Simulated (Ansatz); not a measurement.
Strain and the gap of MgO (rocksalt)

Rocksalt MgO, relaxed with r2SCAN in the PAW code Ansatz. Space group Fm-3m (No. 225), cubic; conventional cell a = 4.204 Å, 9.29 Å³ an atom. Around Mg lie 6 O at 2.10 Å; around O lie 6 Mg at 2.10 Å.

The axes x, y and z are those of this cell:
```
CELL_PARAMETERS angstrom
0.00000 2.10217 2.10217
2.10217 0.00000 2.10217
2.10217 2.10217 0.00000
ATOMIC_POSITIONS crystal
Mg 0.00000 0.00000 0.00000
O 0.50000 0.50000 0.50000
```

Unstrained: With PBE the gap is 4.797 eV and direct, at Γ. r2SCAN gives a direct gap of 5.685 eV at Γ. With HSE06 the gap is 6.541 eV and direct, at Γ. Meshes: PBE 10×10×10, r2SCAN 10×10×10, HSE06 8×8×8. Strains are changes of length per length, and xy shears are angles. After each strain the atoms were relaxed again with r2SCAN within the symmetry that the strain leaves, so tilts or polar shifts that break it weren't tested; points keep the names that they have in the unstrained zone. The values are computed, spin-unpolarised, and not measurements.

Changes of the least gap in eV (an overlap counts as a negative gap):
```tsv
strain	volume change (%)	space group	PBE	r2SCAN	HSE06	energy rise, r2SCAN (meV/atom)
uniaxial +4.37 % along z	+4.4	I4/mmm	-0.471	-0.492	-0.532	14.4
uniaxial +4.46 % along x	+4.5	I4/mmm	-0.480	-0.501	-0.543	15.0
xy shear, engineering strain (angle) -3.88 %	0.0	Immm	-0.166	-0.169	-0.164	6.9
```

Uniaxial +4.37 % along z, other directions held. HSE06: the gap goes from 6.541 to 6.009 eV (-0.532 eV); with r2SCAN the top three valence levels at Γ, degenerate before, become 1+2 from the top over 87 meV. Stress change with r2SCAN, compression positive: xx -3.79, yy -3.79, zz -10.41 GPa.

Uniaxial +4.46 % along x, other directions held. HSE06: the gap goes from 6.541 to 5.998 eV (-0.543 eV); with r2SCAN the top three valence levels at Γ, degenerate before, become 1+2 from the top over 88 meV. Stress change with r2SCAN, compression positive: xx -10.57, yy -3.86, zz -3.86 GPa.

Xy shear, engineering strain (angle) -3.88 %. HSE06: the gap goes from 6.541 to 6.377 eV (-0.164 eV); with r2SCAN the top three valence levels at Γ, degenerate before, become 1+1+1 from the top over 296 meV. Stress change with r2SCAN, compression positive: xx +0.19, yy +0.19, zz -0.15, xy +6.09 GPa.

The meshes of the hybrids are coarse, so their gaps aren't converged to the digits shown.

The splittings at Γ are without spin-orbit coupling, which regroups them where it is of like size or larger.
